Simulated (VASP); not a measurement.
Here is a VASP 6.6.1 calculation.

The input INCAR:

```
PREC = Accurate
ENCUT = 520
EDIFF = 1E-6
ISMEAR = -1
SIGMA = 0.1
LREAL = False
LASPH = True
NELM = 100
ALGO = Fast
ISIF = 2
LWAVE = False
LCHARG = False
GGA = PS
NBANDS = 20
```

KPOINTS

```
Automatic mesh
0
Gamma
  12 12 6
```

The input POSCAR:

```
Tl
1.0
    3.4759623566      0.0000000000      0.0000000000
   -1.7379811783      3.0102717034      0.0000000000
    0.0000000000      0.0000000000      5.4882242625
Tl
2
Direct
    0.3333333333      0.6666666667      0.2500000000
    0.6666666667      0.3333333333      0.7500000000
```

Potentials or basis: VASP PAW PBE potentials, release 64 (Tl_d).

Command:

```bash
$ cat potpaw_PBE.64/Tl_d/POTCAR > POTCAR
$ mpirun -np 1 vasp_std > vasp.out
```

Predict the pressure.

-0.1 GPa.

What does it give for the band gap on the k mesh?

None (metal or under the smearing width).

Caveat: the PAW data sets were made with another functional, which shifts forces and pressure a little. The run has no spin-orbit coupling, so splittings on Tl are missing.
